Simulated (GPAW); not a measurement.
Runs of GPAW 26.7.0 on Al. It takes space group Fm-3m (No. 225, cubic). Conventional cell: a = 4.050 Å, b = 4.050 Å, c = 4.050 Å, α = 90.00°, β = 90.00°, γ = 90.00°. Al (site symmetry m-3m) has 12 Al at 2.86 Å as nearest neighbours. 

```csv
task,level,potentials or basis,band path,band points,older calculator (legacy_gpaw),pressure (GPa),V0 of scaled cells (Å³/atom),B0 (GPa)
band structure,PBEsol,"PAW data sets generated in the run's folder for this functional, pw","GXWKGLUWLK,UX",60,-,-1.8,-,-
equation of state,PBE+D3,"GPAW PAW data sets (gpaw-data 1.2.1), pw",-,-,-,-,16.15,84
band structure,MS2,"GPAW PAW data sets (gpaw-data 1.2.1), pw","GXWKGLUWLK,UX",80,-,(b),-,-
equation of state,optB88-vdW,"GPAW PAW data sets (gpaw-data 1.2.1), pw",-,-,yes,-,16.94,(a)
```

Alike in all rows: no spin polarisation; cell as given; k mesh 11 × 11 × 11; cutoff (eV) 600; smearing fermi-dirac 0.05 eV.

Question: Fill in the values left out.

Answer: (a) 69; (b) -1.6.

Caveats: the PAW data sets were made with another functional, which shifts forces and pressure a little (some runs).
